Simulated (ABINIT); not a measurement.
# ZnS (F-43m) in ABINIT: further runs

One crystal, ZnS, is run at these levels: PBE; tasks: equation of state.

Everything below comes from runs of ABINIT 10.8.3 (patched build). Logs are shortened: lines on timing, memory, paths and dates and some standing lists are left out, and cuts for length are marked. The log counts tension as positive stress, the text compression.

**The experiment to reproduce.**

“Electronic, vibrational, and thermodynamic properties of ZnS (zincblende and rocksalt structure)”, 2009, arxiv:0911.5022 quotes, for a bulk crystal of ZnS: bulk modulus 76.9 GPa.

The runs below are set against these values where they give the same quantity.

### Step 1. The structure

The structure is cubic, space group F-43m (No. 216). The conventional cell has a = 5.404 Å, b = 5.404 Å, c = 5.404 Å, α = 90.00°, β = 90.00°, γ = 90.00°. Around Zn (site symmetry -43m) lie 4 S at 2.34 Å. S (site symmetry -43m) has 4 Zn at 2.34 Å as nearest neighbours.

### Step 2. Equation of state, PBE

The input, run.abi:

```
ndtset 7
getwfk -1
scalecart1 3*0.9795861087
scalecart2 3*0.9864848297
scalecart3 3*0.9932883884
scalecart4 3*1.0000000000
scalecart5 3*1.0066227096
scalecart6 3*1.0131594038
scalecart7 3*1.0196128224

pp_dirpath "./"
pseudos "Zn.upf, S.upf"

acell 3.8212050455 3.8212050455 3.8212050455 Angstrom
rprim
     0.0000000000     0.7071067812     0.7071067812
     0.7071067812     0.0000000000     0.7071067812
     0.7071067812     0.7071067812     0.0000000000
ntypat 2
znucl 30 16
natom 2
typat 1 2
xred
     0.7500000000     0.7500000000     0.7500000000
     0.0000000000     0.0000000000     0.0000000000

ecut 42.0

kptopt 1
ngkpt 9 9 9
nshiftk 1
shiftk 0.0 0.0 0.0

ixc 11

nband 17
occopt 3
tsmear 0.05 eV

nstep 100
tolvrs 1.0e-10

iomode 3
prtwf 1
prtden 0
prteig 0
prtebands 0
enunit 1
```

Potentials or basis: PseudoDojo NC SR PBE v0.4.1 standard.

Command:

```sh
$ abinit run.abi > log 2>&1
```

run.abo:

```text
.Version 10.8.3 of ABINIT
 DATASET    1 : space group F-4 3 m (#216); Bravais cF (face-center cubic)
================================================================================
 Values of the parameters that define the memory need for DATASET  1.
     intxc =       0    ionmov =       0      iscf =       7    lmnmax =       6
     lnmax =       6     mgfft =      45  mpssoang =       3    mqgrid =    3001
     natom =       2  nloc_mem =       1    nspden =       1   nspinor =       1
    nsppol =       1      nsym =      24    n1xccc =    2501    ntypat =       2
    occopt =       3   xclevel =       2
       mpw =        3278          nfft =       91125          nkpt =          35
================================================================================
================================================================================
[... 61 lines left out ...]
 DATASET    7 : space group F-4 3 m (#216); Bravais cF (face-center cubic)
================================================================================
 Values of the parameters that define the memory need for DATASET  7.
     intxc =       0    ionmov =       0      iscf =       7    lmnmax =       6
     lnmax =       6     mgfft =      45  mpssoang =       3    mqgrid =    3001
     natom =       2  nloc_mem =       1    nspden =       1   nspinor =       1
    nsppol =       1      nsym =      24    n1xccc =    2501    ntypat =       2
    occopt =       3   xclevel =       2
       mpw =        3685          nfft =       91125          nkpt =          35
================================================================================
================================================================================

--------------------------------------------------------------------------------
------------- Echo of variables that govern the present computation ------------
--------------------------------------------------------------------------------
 -outvars: echo values of preprocessed input variables --------
            acell      7.2210310069E+00  7.2210310069E+00  7.2210310069E+00 Bohr
              amu      6.53900000E+01  3.20660000E+01
             ecut      4.20000000E+01 Hartree
           enunit           1
           getwfk          -1
              ixc          11
           jdtset        1    2    3    4    5    6    7
         kptrlatt        9    0    0      0    9    0      0    0    9
          kptrlen1     6.36625950E+01
          kptrlen2     6.41109379E+01
          kptrlen3     6.45530963E+01
          kptrlen4     6.49892791E+01
          kptrlen5     6.54196842E+01
          kptrlen6     6.58444992E+01
          kptrlen7     6.62639023E+01
            natom           2
            nband          17
           ndtset           7
            ngfft          45      45      45
             nkpt          35
            nstep         100
             nsym          24
           ntypat           2
           occopt           3
           prtden           0
        prtebands           0
           prteig           0
            rprim1     0.0000000000E+00  6.9267198023E-01  6.9267198023E-01
                       6.9267198023E-01  0.0000000000E+00  6.9267198023E-01
                       6.9267198023E-01  6.9267198023E-01  0.0000000000E+00
            rprim2     0.0000000000E+00  6.9755011263E-01  6.9755011263E-01
                       6.9755011263E-01  0.0000000000E+00  6.9755011263E-01
                       6.9755011263E-01  6.9755011263E-01  0.0000000000E+00
            rprim3     0.0000000000E+00  7.0236095512E-01  7.0236095512E-01
                       7.0236095512E-01  0.0000000000E+00  7.0236095512E-01
                       7.0236095512E-01  7.0236095512E-01  0.0000000000E+00
            rprim4     0.0000000000E+00  7.0710678120E-01  7.0710678120E-01
                       7.0710678120E-01  0.0000000000E+00  7.0710678120E-01
                       7.0710678120E-01  7.0710678120E-01  0.0000000000E+00
            rprim5     0.0000000000E+00  7.1178974407E-01  7.1178974407E-01
                       7.1178974407E-01  0.0000000000E+00  7.1178974407E-01
                       7.1178974407E-01  7.1178974407E-01  0.0000000000E+00
            rprim6     0.0000000000E+00  7.1641188486E-01  7.1641188486E-01
                       7.1641188486E-01  0.0000000000E+00  7.1641188486E-01
                       7.1641188486E-01  7.1641188486E-01  0.0000000000E+00
            rprim7     0.0000000000E+00  7.2097514092E-01  7.2097514092E-01
                       7.2097514092E-01  0.0000000000E+00  7.2097514092E-01
                       7.2097514092E-01  7.2097514092E-01  0.0000000000E+00
          spgroup         216
           tolvrs      1.00000000E-10
           tsmear      1.83746611E-03 Hartree
            typat      1  2
           xangst1     3.9702624986E+00  3.9702624986E+00  3.9702624986E+00
                       0.0000000000E+00  0.0000000000E+00  0.0000000000E+00
           xangst2     3.9982230148E+00  3.9982230148E+00  3.9982230148E+00
                       0.0000000000E+00  0.0000000000E+00  0.0000000000E+00
           xangst3     4.0257978382E+00  4.0257978382E+00  4.0257978382E+00
                       0.0000000000E+00  0.0000000000E+00  0.0000000000E+00
           xangst4     4.0530000000E+00  4.0530000000E+00  4.0530000000E+00
                       0.0000000000E+00  0.0000000000E+00  0.0000000000E+00
           xangst5     4.0798418421E+00  4.0798418421E+00  4.0798418421E+00
                       0.0000000000E+00  0.0000000000E+00  0.0000000000E+00
           xangst6     4.1063350636E+00  4.1063350636E+00  4.1063350636E+00
                       0.0000000000E+00  0.0000000000E+00  0.0000000000E+00
           xangst7     4.1324907692E+00  4.1324907692E+00  4.1324907692E+00
                       0.0000000000E+00  0.0000000000E+00  0.0000000000E+00
            xcart1     7.5027087703E+00  7.5027087703E+00  7.5027087703E+00
                       0.0000000000E+00  0.0000000000E+00  0.0000000000E+00
            xcart2     7.5555464883E+00  7.5555464883E+00  7.5555464883E+00
                       0.0000000000E+00  0.0000000000E+00  0.0000000000E+00
            xcart3     7.6076553525E+00  7.6076553525E+00  7.6076553525E+00
                       0.0000000000E+00  0.0000000000E+00  0.0000000000E+00
            xcart4     7.6590599884E+00  7.6590599884E+00  7.6590599884E+00
                       0.0000000000E+00  0.0000000000E+00  0.0000000000E+00
            xcart5     7.7097837185E+00  7.7097837185E+00  7.7097837185E+00
                       0.0000000000E+00  0.0000000000E+00  0.0000000000E+00
            xcart6     7.7598486515E+00  7.7598486515E+00  7.7598486515E+00
                       0.0000000000E+00  0.0000000000E+00  0.0000000000E+00
            xcart7     7.8092757717E+00  7.8092757717E+00  7.8092757717E+00
                       0.0000000000E+00  0.0000000000E+00  0.0000000000E+00
             xred      7.5000000000E-01  7.5000000000E-01  7.5000000000E-01
                       0.0000000000E+00  0.0000000000E+00  0.0000000000E+00
            znucl       30.00000   16.00000

================================================================================

 chkinp: Checking input parameters for consistency, jdtset=   1.

 chkinp: Checking input parameters for consistency, jdtset=   2.

 chkinp: Checking input parameters for consistency, jdtset=   3.

 chkinp: Checking input parameters for consistency, jdtset=   4.
[... 22 lines left out ...]
 Real(R)+Recip(G) space primitive vectors, cartesian coordinates (Bohr,Bohr^-1):
 R(1)=  0.0000000  5.0018058  5.0018058  G(1)= -0.0999639  0.0999639  0.0999639
 R(2)=  5.0018058  0.0000000  5.0018058  G(2)=  0.0999639 -0.0999639  0.0999639
 R(3)=  5.0018058  5.0018058  0.0000000  G(3)=  0.0999639  0.0999639 -0.0999639
 Unit cell volume ucvol=  2.5027097E+02 bohr^3
 Angles (23,13,12)=  6.00000000E+01  6.00000000E+01  6.00000000E+01 degrees

 getcut: wavevector=  0.0000  0.0000  0.0000  ngfft=  45  45  45
         ecut(hartree)=     42.000   => boxcut(ratio)=   2.13217

--- Pseudopotential description ------------------------------------------------
- pspini: atom type   1  psp file is ./Zn.upf
12 -101130 2 -1 1326                          pspcod,pspxc,lmax,lloc,mmax
     nproj     2     2     2

- pspini: atom type   2  psp file is ./S.upf
12 -101130 2 -1 1146                          pspcod,pspxc,lmax,lloc,mmax
     nproj     2     2     2

   9.28196294E+02                                ecore*ucvol(ha*bohr**3)
--------------------------------------------------------------------------------

================================================================================

--- !BeginCycle
iteration_state: {dtset: 1, }
solver: {iscf: 7, nstep: 100, nline: 4, wfoptalg: 0, }
tolerances: {tolvrs: 1.00E-10, }
...

     iter   Etot(hartree)      deltaE(h)  residm     vres2
 ETOT  1  -218.30193369957    -2.183E+02 3.471E-01 3.982E+03
 ETOT  2  -219.31667666148    -1.015E+00 4.548E-02 6.567E+03
 ETOT  3  -220.04209462779    -7.254E-01 1.380E-02 8.355E+02
 ETOT  4  -220.10201252597    -5.992E-02 6.907E-03 3.028E+02
 ETOT  5  -220.13589903213    -3.389E-02 1.845E-03 8.413E+00
 ETOT  6  -220.13620928413    -3.103E-04 5.888E-04 4.897E+00
 ETOT  7  -220.13682967462    -6.204E-04 3.852E-04 3.166E-03
 ETOT  8  -220.13682969678    -2.217E-08 2.983E-04 6.003E-03
 ETOT  9  -220.13683045997    -7.632E-07 2.011E-04 1.899E-04
 ETOT 10  -220.13683048522    -2.525E-08 1.323E-04 2.130E-07
 ETOT 11  -220.13683048527    -4.840E-11 8.333E-05 1.803E-09
[... 1007 lines left out ...]
 Cartesian components of stress tensor (hartree/bohr^3)
  sigma(1 1)=  7.99477779E-05  sigma(3 2)=  0.00000000E+00
  sigma(2 2)=  7.99477779E-05  sigma(3 1)=  0.00000000E+00
  sigma(3 3)=  7.99477779E-05  sigma(2 1)=  0.00000000E+00

-Cartesian components of stress tensor (GPa)         [Pressure= -2.3521E+00 GPa]
- sigma(1 1)=  2.35214483E+00  sigma(3 2)=  0.00000000E+00
- sigma(2 2)=  2.35214483E+00  sigma(3 1)=  0.00000000E+00
- sigma(3 3)=  2.35214483E+00  sigma(2 1)=  0.00000000E+00

== END DATASET(S) ==============================================================
================================================================================

 -outvars: echo values of variables after computation  --------
            acell      7.2210310069E+00  7.2210310069E+00  7.2210310069E+00 Bohr
           etotal1    -2.2013683049E+02
           etotal2    -2.2013791117E+02
           etotal3    -2.2013864855E+02
           etotal4    -2.2013907761E+02
           etotal5    -2.2013922919E+02
           etotal6    -2.2013913178E+02
           etotal7    -2.2013881091E+02
            fcart1     1.6822956708E-30  1.6822956708E-30 -5.0468870124E-30
                      -1.6822956708E-30 -1.6822956708E-30  5.0468870124E-30
            fcart2    -0.0000000000E+00 -0.0000000000E+00 -0.0000000000E+00
                      -0.0000000000E+00 -0.0000000000E+00 -0.0000000000E+00
            fcart3    -0.0000000000E+00 -0.0000000000E+00 -0.0000000000E+00
                      -0.0000000000E+00 -0.0000000000E+00 -0.0000000000E+00
            fcart4    -0.0000000000E+00 -0.0000000000E+00 -0.0000000000E+00
                      -0.0000000000E+00 -0.0000000000E+00 -0.0000000000E+00
            fcart5    -2.1118736502E-28 -2.1118736502E-28  6.3356209506E-28
                       2.1118736502E-28  2.1118736502E-28 -6.3356209506E-28
            fcart6    -3.2530981081E-30 -3.2530981081E-30  9.7592943242E-30
                       3.2530981081E-30  3.2530981081E-30 -9.7592943242E-30
            fcart7     3.2325083279E-30  3.2325083279E-30 -9.6975249838E-30
                      -3.2325083279E-30 -3.2325083279E-30  9.6975249838E-30
            rprim1     0.0000000000E+00  6.9267198023E-01  6.9267198023E-01
[... 30 lines left out ...]
           strten6     4.0121922035E-05  4.0121922035E-05  4.0121922035E-05
                       0.0000000000E+00  0.0000000000E+00  0.0000000000E+00
           strten7     7.9947777878E-05  7.9947777878E-05  7.9947777878E-05
                       0.0000000000E+00  0.0000000000E+00  0.0000000000E+00
           xangst1     3.9702624986E+00  3.9702624986E+00  3.9702624986E+00
                       0.0000000000E+00  0.0000000000E+00  0.0000000000E+00
           xangst2     3.9982230148E+00  3.9982230148E+00  3.9982230148E+00
                       0.0000000000E+00  0.0000000000E+00  0.0000000000E+00
           xangst3     4.0257978382E+00  4.0257978382E+00  4.0257978382E+00
                       0.0000000000E+00  0.0000000000E+00  0.0000000000E+00
           xangst4     4.0530000000E+00  4.0530000000E+00  4.0530000000E+00
                       0.0000000000E+00  0.0000000000E+00  0.0000000000E+00
           xangst5     4.0798418421E+00  4.0798418421E+00  4.0798418421E+00
                       0.0000000000E+00  0.0000000000E+00  0.0000000000E+00
           xangst6     4.1063350636E+00  4.1063350636E+00  4.1063350636E+00
                       0.0000000000E+00  0.0000000000E+00  0.0000000000E+00
           xangst7     4.1324907692E+00  4.1324907692E+00  4.1324907692E+00
                       0.0000000000E+00  0.0000000000E+00  0.0000000000E+00
             xred      7.5000000000E-01  7.5000000000E-01  7.5000000000E-01
                       0.0000000000E+00  0.0000000000E+00  0.0000000000E+00
 Calculation completed.
```

Wall time 9 min (1 thread of Arm Neoverse V1, shared host); peak memory 0.13 GiB.

What came out:

| Item | Value |
| --- | --- |
| Equilibrium volume | 20.16 Å³/atom |
| Bulk modulus | 70 GPa |
| Pressure derivative of the bulk modulus | 4.4 |

Energy against volume, from the lowest point:
```csv
volume (Å³/atom),energy (meV/atom)
18.543,32.64
18.938,17.93
19.332,7.90
19.727,2.06
20.121,0.00
20.516,1.33
20.910,5.69
```

Caveat: pressures at fixed basis lie under the slope of the energies.

### Step 3. Equation of state, PBE

run.abi is that of step 2.

Potentials or basis: PseudoDojo NC SR PBE v0.4 stringent.

Command:

```sh
$ abinit run.abi > log 2>&1
```

Run time: 9 min. Hardware: 1 thread of Arm Neoverse V1, shared host; peak memory 0.13 GiB.

The run converged. Its results:

```
Equilibrium volume                      : 20.16 Å³/atom
Bulk modulus                            : 70 GPa
Pressure derivative of the bulk modulus : 4.4
```

Energy against volume, from the lowest point:
| volume (Å³/atom) | energy (meV/atom) |
| --- | --- |
| 18.543 | 32.68 |
| 18.938 | 17.96 |
| 19.332 | 7.92 |
| 19.727 | 2.07 |
| 20.121 | 0.00 |
| 20.516 | 1.32 |
| 20.910 | 5.68 |

Caveat: pressures at fixed basis lie under the slope of the energies. PBE usually gives volumes a little too large and moduli too small.

### Step 4. Equation of state, PBE

run.abi is that of step 3.

Potentials or basis: PseudoDojo NC SR PBE v0.5 standard.

Command:

```sh
$ abinit run.abi > log 2>&1
```

It took 9 min on 1 thread of Arm Neoverse V1, shared host; peak memory 0.13 GiB.

Results (log left out):

| Property | Result |
| --- | --- |
| Equilibrium volume | 20.16 Å³/atom |
| Bulk modulus | 70 GPa |
| Pressure derivative of the bulk modulus | 4.4 |

Energy against volume, from the lowest point:
| volume (Å³/atom) | energy (meV/atom) |
| --- | --- |
| 18.543 | 32.68 |
| 18.938 | 17.96 |
| 19.332 | 7.92 |
| 19.727 | 2.07 |
| 20.121 | 0.00 |
| 20.516 | 1.32 |
| 20.910 | 5.68 |

Caveat: pressures at fixed basis lie under the slope of the energies.

### Step 5. Overview

| potentials or basis | V0 of scaled cells (Å³/atom) | B0 (GPa) |
| --- | --- | --- |
| PseudoDojo NC SR PBE v0.4.1 standard | 20.16 | 70 |
| PseudoDojo NC SR PBE v0.4 stringent | 20.16 | 70 |
| PseudoDojo NC SR PBE v0.5 standard | 20.16 | 70 |

Alike in all rows: task equation of state; level PBE; no spin polarisation; cell as given; k mesh 9 × 9 × 9; cutoff (eV) 1143; smearing fermi-dirac 0.05 eV.

Caveats: pressures at fixed basis lie under the slope of the energies.

Absolute energies hang on the potentials; compare differences alone.

### Step 6. How close it comes

Step 2. Measured bulk modulus of ZnS: 76.9 GPa (quoted in “Electronic, vibrational, and thermodynamic properties of ZnS (zincblende and rocksalt structure)”, 2009, arxiv:0911.5022). This calculation gives 70 GPa (-9.6 %). The fit is for a static lattice scaled at fixed shape and fixed fractional positions.

Step 3. A measured bulk modulus of ZnS is 76.9 GPa (quoted in “Electronic, vibrational, and thermodynamic properties of ZnS (zincblende and rocksalt structure)”, 2009, arxiv:0911.5022); the calculated 70 GPa misses it by -9.6 %. The fit is for a static lattice scaled at fixed shape and fixed fractional positions.

Step 4. Measured bulk modulus of ZnS: 76.9 GPa (quoted in “Electronic, vibrational, and thermodynamic properties of ZnS (zincblende and rocksalt structure)”, 2009, arxiv:0911.5022). This calculation gives 70 GPa (-9.6 %). The fit is for a static lattice scaled at fixed shape and fixed fractional positions.
